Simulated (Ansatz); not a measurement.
Set up this calculation in Ansatz 0.2.0, as the native input.

```
Task                : band structure
Functional          : LDA
Potentials or basis : all-electron LAPW, scalar-relativistic
Cutoff              : 277 eV (chosen from the basis error)
Basis error allowed : 0.001 eV/atom
k mesh              : 12 × 12 × 12
Occupations         : fermi-dirac, width 0.05 eV
Spin                : no spin polarisation
```

Pt:

```
Pt
1.0
    -1.58422    1.58422    1.58422
     1.58422   -1.58422    1.58422
     1.58422    1.58422   -1.58422
Pt
1
Direct
  0.00000 0.00000 0.00000
```

This isn't the form of Pt at room conditions, which is fcc.

One way to write it, as run:

input.yaml

```yaml
crystal:
  lattice:
    - [-1.58422, 1.58422, 1.58422]
    - [1.58422, -1.58422, 1.58422]
    - [1.58422, 1.58422, -1.58422]
  atoms:
    - { symbol: Pt, position: [0.0, 0.0, 0.0] }
kpoints:
  mp_grid: { grid: [12, 12, 12] }
  band_path:
    path:
      - [0.0, 0.0, 0.0]
      - [0.5, -0.5, 0.5]
      - [0.0, 0.0, 0.5]
      - [0.0, 0.0, 0.0]
      - [0.25, 0.25, 0.25]
      - [0.5, -0.5, 0.5]
    npoints: 8
scf:
  occupations: { method: fermi_dirac, width: 0.05 }
hamiltonian:
  xc: lda
  pseudopotentials: { kind: all_electron, lapw: { basis_error: 0.001 } }
output:
  forces: true
  stress: true
  eigenvalues: true
```

Potentials or basis: all-electron LAPW, scalar-relativistic.

Launch:

```sh
$ ansatz run input.yaml --threads 1 --pin off --max-ram 3072MiB --backend cpu --events-out ev --progress --plain --runs-dir out
```

It gave:

* Pressure: -16.1 GPa
* Band gap along the path: none (metal or under the smearing width)

Caveat: spin-orbit coupling is left out, which moves the levels of the heavy elements.

Wall time 10 s on 1 thread of Arm Neoverse V2, with other jobs on the host, peak memory 0.29 GiB.
